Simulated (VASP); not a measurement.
Set up this calculation in VASP 6.6.1, as the native input.

| Item | Value |
| --- | --- |
| Task | relaxation of cell and atoms |
| Functional | r2SCAN |
| Potentials or basis | VASP PAW PBE potentials, release 64 (B, As) |
| Cutoff | 600 eV |
| k mesh | 10 × 10 × 10 |
| Occupations | gaussian, width 0.03 eV |
| Spin | no spin polarisation |
| Target pressure | 19.4 GPa |
| Further INCAR settings | ALGO = Normal; EDIFF = 1e-06; IBRION = 2; EDIFFG = -0.01; NSW = 90; ISIF = 3 |
| Target pressure | 19.4 GPa |

The structure of BAs lies in POSCAR:

```
BAs
1.0
    0.0000000000      2.3885000000      2.3885000000
    2.3885000000      0.0000000000      2.3885000000
    2.3885000000      2.3885000000      0.0000000000
B As
1 1
Direct
    0.0000000000      0.0000000000      0.0000000000
    0.2500000000      0.2500000000      0.2500000000
```

These files were run (other wordings do the same):

INCAR

```
SYSTEM = BAs
ALGO = Normal
EDIFF = 1E-6
EDIFFG = -0.01
ENCUT = 600
IBRION = 2
ISIF = 3
ISMEAR = 0
LASPH = .TRUE.
LCHARG = .FALSE.
LMIXTAU = .TRUE.
LREAL = .FALSE.
LWAVE = .FALSE.
METAGGA = R2SCAN
NELM = 80
NSW = 90
PREC = Accurate
PSTRESS = 194.0
SIGMA = 0.03
```

KPOINTS

```
k-points
0
G
  10 10 10
  0 0 0
```

Potentials or basis: VASP PAW PBE potentials, release 64 (B, As).

Run with:

```sh
$ cat potpaw_PBE.64/B/POTCAR potpaw_PBE.64/As/POTCAR > POTCAR
$ mpirun -np 1 vasp_std > vasp.out
```

Results of the run:

- Relaxed volume: 12.29 Å³/atom
- Relaxed cell: a = 3.264 Å, b = 3.264 Å, c = 3.264 Å, α = 60.00°, β = 60.00°, γ = 60.00°
- Space group after relaxing (to 0.05 Å): F-43m (No. 216)
- Energy change on relaxing (the enthalpy is what falls): +77.4 meV/atom
- Ionic steps: 4
- Pressure after relaxing: 19.3 GPa
- Band gap on the k mesh: 1.25 eV, indirect (least direct gap 3.57 eV)

Caveat: the cell is relaxed towards a set pressure, so the enthalpy falls and the energy may rise; the PAW data sets were made with another functional, which shifts forces and pressure a little.

Wall time 89 s on 1 thread of Intel(R) Xeon(R) 6975P-C (Granite Rapids) (shared host), peak memory 0.18 GiB.
